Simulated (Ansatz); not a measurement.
## SiC: the change of largest V_zz and pressure with volume scale

Results calculated with Ansatz 0.2.0, not measured. Periodic Kohn-Sham DFT of a crystal at fixed atoms, scaled to volume_scale times the given cell; pressure positive in compression, energy less spherical unpolarised free atoms, largest_vzz the field gradient of largest size among the nuclei.

The cell before it is scaled or strained (space group P6_3mc, No. 186):
```
CELL_PARAMETERS angstrom
3.07600 0.00000 0.00000
-1.53800 2.66390 0.00000
0.00000 0.00000 5.04800
ATOMIC_POSITIONS crystal
Si 0.33333 0.66667 0.00000
Si 0.66667 0.33333 0.50000
C 0.33333 0.66667 0.38500
C 0.66667 0.33333 0.88500
```

Settings of every row: method all-electron PAW; functional PBE; relativity scalar; k mesh 15x15x8; filling fermi-dirac; smearing width 0.08 eV; nucleus gaussian.

Atom start moment: 0 on all atoms.

```
row  volume scale  V (Å³/atom)  largest V_zz (1e21 V/m^2)  pressure (GPa)
  1          0.94        9.721                      1.745          19.512
  2          0.96        9.927                          ?               ?
  3          0.98       10.134                      1.679           8.475
  4          0.99       10.238                      1.664           6.034
  5          1.01       10.444                      1.633           1.492
  6          1.02       10.548                      1.617          -0.619
  7          1.04       10.755                      1.588          -4.546
  8          1.06       10.961                      1.559          -8.108
```

Question: what largest V_zz and pressure should row 2 give?

Worked fit of largest V_zz. Take t = volume scale − 1. The shown rows have t = -0.06, -0.02, -0.01, 0.01, 0.02, 0.04, 0.06. Least squares give largest V_zz = 1.648 − 1.549 × t + 1.11 × t² 1e21 V/m^2; a straight line predicts inner rows, each left out in turn, worse (root mean square 0.0015 against 0.00052 1e21 V/m^2). All shown rows lie on it to the printed digit. The withheld row has t = -0.04, so the fit gives 1.648 − 1.549 × (-0.04) + 1.11 × (-0.04)² = 1.712 1e21 V/m^2.

The calculation gave 1.712 1e21 V/m^2. The fit meets it to the printed digit.

Worked fit of pressure. Take u = (V_r/V)^(2/3) − 1 with V_r = 10.444 Å³ an atom, which is twice the finite (Eulerian) strain; such expansions in the strain, on which the Birch-Murnaghan equation of state is built, carry the rest volume and the bulk modulus. The shown rows have u = 0.04899, 0.02029, 0.01337, 0, -0.00658, -0.01937, -0.0317. Least squares give pressure = 1.4976 + 328.217 × u + 804.61 × u² GPa; a straight line predicts inner rows, each left out in turn, worse (root mean square 0.47 against 0.013 GPa). The rows lie off it by 0.004, -0.013, 0.004, -0.006, 0.008, 0.012, -0.010 (root mean square 0.0088 GPa). The pressure vanishes at u = -0.0046, or V = 10.52 Å³ an atom, and there the bulk modulus at fixed shape and fractions is B = −V dP/dV = (2/3)(1 + u) dP/du = 213 GPa. Letting shape and atoms relax would as a rule lower it, by much in layered, chain or molecular crystals. The withheld row has u = 0.03443, so the fit gives 1.4976 + 328.217 × (0.03443) + 804.61 × (0.03443)² = 13.752 GPa.

The calculation gave 13.725 GPa. The fit lies 0.027 GPa (0.098 % of the column's range) above it; its largest miss of a shown row is 0.013 GPa.
